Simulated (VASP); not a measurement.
# Mg2Ge (Fm-3m) in VASP: notebook, part 2 of 2

VASP 6.6.1.

## Step 3: Electric field gradients, PBEsol

INCAR reads:

```
PREC     = Accurate       # precision mode
ENCUT    = 520            # plane-wave cutoff, eV
EDIFF    = 1E-8           # SCF threshold, eV
ISMEAR   = -1             # smearing method
SIGMA    = 0.08           # smearing width, eV
LREAL    = False          # projectors in reciprocal space
LASPH    = True           # aspherical terms in the spheres
NELM     = 100            # most SCF steps
ALGO     = Normal         # electronic algorithm
ISIF     = 2              # what is computed and relaxed
LWAVE    = False          # write WAVECAR
LCHARG   = False          # write CHGCAR
GGA      = PS             # functional
LEFG     = True         
NBANDS   = 16             # bands
```

KPOINTS reads:

```
regular mesh
0
Gamma
  9 9 9
```

POSCAR reads:

```
Mg2Ge
1.0
    0.0000000000      3.1842959198      3.1842959198
    3.1842959198      0.0000000000      3.1842959198
    3.1842959198      3.1842959198      0.0000000000
Mg Ge
2 1
Direct
    0.7500000000      0.7500000000      0.7500000000
    0.2500000000      0.2500000000      0.2500000000
    0.0000000000      0.0000000000      0.0000000000
```

Potentials or basis: VASP PAW PBE potentials, release 64 (Mg, Ge_d).

The run is started by

```
$ cat potpaw_PBE.64/Mg/POTCAR potpaw_PBE.64/Ge_d/POTCAR > POTCAR
$ mpirun -np 1 vasp_std > vasp.out
```

OUTCAR:

```text
PREC = Accurate
   ENCUT = 520
   EDIFF = 1E-8
   ISMEAR = -1
   LREAL = False
   LASPH = True
   NELM = 100
   ISIF = 2
   GGA = PS

 ion  position               nearest neighbor table
   1  0.750  0.750  0.750-   3 2.76   3 2.76   3 2.76   3 2.76   2 3.18   2 3.18   2 3.18   2 3.18
                             2 3.18   2 3.18
   2  0.250  0.250  0.250-   3 2.76   3 2.76   3 2.76   3 2.76   1 3.18   1 3.18   1 3.18   1 3.18
                             1 3.18   1 3.18
   3  0.000  0.000  0.000-   1 2.76   1 2.76   1 2.76   1 2.76   2 2.76   2 2.76   2 2.76   2 2.76

  LATTYP: Found a face centered cubic cell.
 ALAT       =     6.3685918396

  Lattice vectors:

 A1 = (   0.0000000000,   3.1842959198,   3.1842959198)
 A2 = (   3.1842959198,   0.0000000000,   3.1842959198)
 A3 = (   3.1842959198,   3.1842959198,   0.0000000000)

Analysis of symmetry for initial positions (statically):
=====================================================================
 Subroutine PRICEL returns:
 Original cell was already a primitive cell.

 Routine SETGRP: Setting up the symmetry group for a
 face centered cubic supercell.

 Subroutine GETGRP returns: Found 48 space group operations
 (whereof 48 operations were pure point group operations)
 out of a pool of 48 trial point group operations.

The static configuration has the point symmetry O_h .

Analysis of symmetry for dynamics (positions and initial velocities):
=====================================================================
 Subroutine PRICEL returns:
 Original cell was already a primitive cell.

 Routine SETGRP: Setting up the symmetry group for a
 face centered cubic supercell.

[... 616 lines left out ...]
     16      13.3160      0.00000

 [... further k-points ...]

------------------------ aborting loop because EDIFF is reached ----------------------------------------

  FORCE on cell =-STRESS in cart. coord.  units (eV):
  Direction    XX          YY          ZZ          XY          YZ          ZX
  --------------------------------------------------------------------------------------
  -------------------------------------------------------------------------------------
  Total       -0.0862024     -0.0862024     -0.0862024     -0.0000000     -0.0000000     -0.0000000
  in kB       -2.1387496     -2.1387496     -2.1387496     -0.0000000     -0.0000000     -0.0000000
  external PRESSURE =      -2.1387496 kB  Pullay stress =       0.0000000 kB

 VOLUME and BASIS-vectors are now :
 -----------------------------------------------------------------------------
  energy-cutoff  :      520.00
  volume of cell :       64.58
      direct lattice vectors                 reciprocal lattice vectors
     0.000000000  3.184295920  3.184295920    -0.157020582  0.157020582  0.157020582
     3.184295920  0.000000000  3.184295920     0.157020582 -0.157020582  0.157020582
     3.184295920  3.184295920  0.000000000     0.157020582  0.157020582 -0.157020582

 POSITION                                       TOTAL-FORCE (eV/Angst)
 -----------------------------------------------------------------------------------
      4.77644      4.77644      4.77644         0.000000      0.000000      0.000000
      1.59215      1.59215      1.59215        -0.000000     -0.000000     -0.000000
      0.00000      0.00000      0.00000         0.000000     -0.000000     -0.000000
 -----------------------------------------------------------------------------------
    total drift:                               -0.000000      0.000000      0.000000

  FREE ENERGIE OF THE ION-ELECTRON SYSTEM (eV)
  ---------------------------------------------------
  free  energy   TOTEN  =        -9.2452563416 eV

  energy  without entropy=       -9.2416069942  energy(sigma->0) =       -9.24343167

 Electric field gradients (V/A^2)
---------------------------------------------------------------------
 ion       V_xx      V_yy      V_zz      V_xy      V_xz      V_yz
---------------------------------------------------------------------
   1       0.000     0.000    -0.000    -0.000    -0.000    -0.000
   2       0.000     0.000    -0.000    -0.000    -0.000    -0.000
   3      -0.000     0.000     0.000    -0.003    -0.003    -0.003
---------------------------------------------------------------------

 Electric field gradients after diagonalization (V/A^2)
 (convention: |V_zz| > |V_xx| > |V_yy|)
----------------------------------------------------------------------
 ion       V_xx      V_yy      V_zz     asymmetry (V_yy - V_xx)/ V_zz
----------------------------------------------------------------------
   1       0.000     0.000    -0.000       0.000
   2       0.000     0.000    -0.000       0.000
   3       0.003     0.003    -0.007       0.000
----------------------------------------------------------------------

           NMR quadrupolar parameters

 Cq : quadrupolar parameter    Cq=e*Q*V_zz/h
 eta: asymmetry parameters     (V_yy - V_xx)/ V_zz
 Q  : nuclear electric quadrupole moment in mb (millibarn)
----------------------------------------------------------------------
 ion       Cq(MHz)       eta       Q (mb)
----------------------------------------------------------------------
   1      -0.000       0.000       1.000
   2      -0.000       0.000       1.000
   3      -0.000       0.000       1.000
----------------------------------------------------------------------
```

It took 19 s on 1 thread of Intel Xeon 6975P-C (Granite Rapids), shared host; peak memory 0.22 GiB.

Results:

* Free energy: -9.2453 eV
* Pressure: -0.2 GPa
* Band gap on the k mesh: 0.17 eV, indirect (least direct gap 1.03 eV)

Levels at points of the mesh, in eV from the valence-band top:
```csv
k point,band 5,band 6,band 7,band 8,band 9,band 10,band 11,band 12,band 13,band 14
"(0.00, 0.00, 0.00)",-23.62,-9.78,0.00,0.00,0.00,1.03,2.84,2.84,2.84,6.13
```

Electric field gradients, principal values (V/Å²):
```csv
atom,Vxx,Vyy,Vzz
1 Mg,0.000,0.000,0.000
2 Mg,0.000,0.000,0.000
3 Ge,0.003,0.003,-0.007
```

Caveat: the PAW data sets were made with another functional, which shifts forces and pressure a little; an odd mesh through Γ misses points on the zone boundary, where band edges often lie.
